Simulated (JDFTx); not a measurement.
Crystal: Rb.

```
Rb
1.0
    -2.80250    2.80250    2.80250
     2.80250   -2.80250    2.80250
     2.80250    2.80250   -2.80250
Rb
1
Direct
  0.00000 0.00000 0.00000
```

- Program: JDFTx 1.7.0 (patched build)
- Task: single point
- Functional: PBE
- Potentials or basis: PseudoDojo-SR-PBE-0.5-standard with smoothed tails
- Cutoff: 626 eV
- Density cutoff: 2503 eV
- k mesh: 7 × 7 × 7
- Occupations: fermi-dirac, width 0.05 eV
- Spin: no spin polarisation

On this cell: pressure 0.1 GPa; band gap on the k mesh none (metal or under the smearing width).

The same run follows on a disturbed copy (cell strained at random at fixed volume):

```xyz
1
Lattice="-2.9209 2.8264 2.7124 2.9163 -2.8591 2.7405 2.8433 2.7815 -2.7451" Properties=species:S:1:pos:R:3 pbc="T T T"
Rb   -0.0374    0.0067    0.0065
```

Q: What does the disturbed cell give?

A: The energy (extrapolated to zero smearing) moves by +0.1 meV/atom; pressure 0.1 GPa; band gap on the k mesh none (metal or under the smearing width).

Stress tensor (GPa, compression positive):
```
0.09 0.07 0.01
0.07 0.08 0.03
0.01 0.03 0.05
```

Caveats: the empty levels aren't tightly converged.
